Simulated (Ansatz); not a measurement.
# ZnO: the cost of one run

Computed with Ansatz 0.2.0 (DFT PBEsol, scalar-relativistic, plane waves, PAW, unless a step's input says otherwise).

3 further runs of the same task are left out: 2 that didn't finish, 1 set aside as unsound or not needed.

## 1. The starting structure

It takes space group P4_2/mnm (No. 136, tetragonal). Conventional cell: a = 5.513 Å, b = 5.513 Å, c = 3.242 Å, α = 90.00°, β = 90.00°, γ = 90.00°. Around Zn (site symmetry m2m) lie 4 O at 1.94 to 2.01 Å. O (site symmetry m2m) is surrounded by 4 Zn at 1.94 to 2.01 Å.

As a file:

```
CELL_PARAMETERS angstrom
5.51349 0.00000 0.00000
0.00000 5.51349 0.00000
0.00000 0.00000 3.24250
ATOMIC_POSITIONS crystal
Zn 0.18208 0.18208 0.50000
Zn 0.81792 0.81792 0.50000
Zn 0.68208 0.31792 0.00000
Zn 0.31792 0.68208 0.00000
O 0.81797 0.18203 0.50000
O 0.18203 0.81797 0.50000
O 0.68203 0.68203 0.00000
O 0.31797 0.31797 0.00000
```

It goes back to an entry of the Materials Project, which need not be the stable form.

It is the result of an earlier relaxation at this level (volume 12.32 Å³/atom; gap on the mesh: 0.71 eV).

## 2. The undisturbed cell

Input file input.yaml:

```yaml
crystal:
  lattice:
    - [5.5134901101, 0.0, 0.0]
    - [0.0, 5.5134901101, 0.0]
    - [0.0, 0.0, 3.2424998536]
  atoms:
    - { symbol: Zn, position: [0.1820766771, 0.1820766771, 0.5] }
    - { symbol: Zn, position: [0.8179233229, 0.8179233229, 0.5] }
    - { symbol: Zn, position: [0.6820766771, 0.3179233229, 0.0] }
    - { symbol: Zn, position: [0.3179233229, 0.6820766771, 0.0] }
    - { symbol: O, position: [0.8179728436, 0.1820271564, 0.5] }
    - { symbol: O, position: [0.1820271564, 0.8179728436, 0.5] }
    - { symbol: O, position: [0.6820271564, 0.6820271564, 0.0] }
    - { symbol: O, position: [0.3179728436, 0.3179728436, 0.0] }
basis:
  ecutwfc: 420
kpoints:
  mp_grid: { grid: [6, 6, 8] }
hamiltonian:
  xc: pbesol
scf:
  occupations: { method: gaussian, width: 0.05 }
output:
  forces: true
  stress: true
  eigenvalues: true
```

Command:

```console
$ ansatz run input.yaml --threads 2 --pin off --max-ram 5120MiB --backend cpu --events-out ev --progress --plain --runs-dir out
```

What time and memory should one allow on 2 threads of Intel Xeon at 2.70GHz, shared host?

About 9.8 s, with a peak of 0.49 GiB.
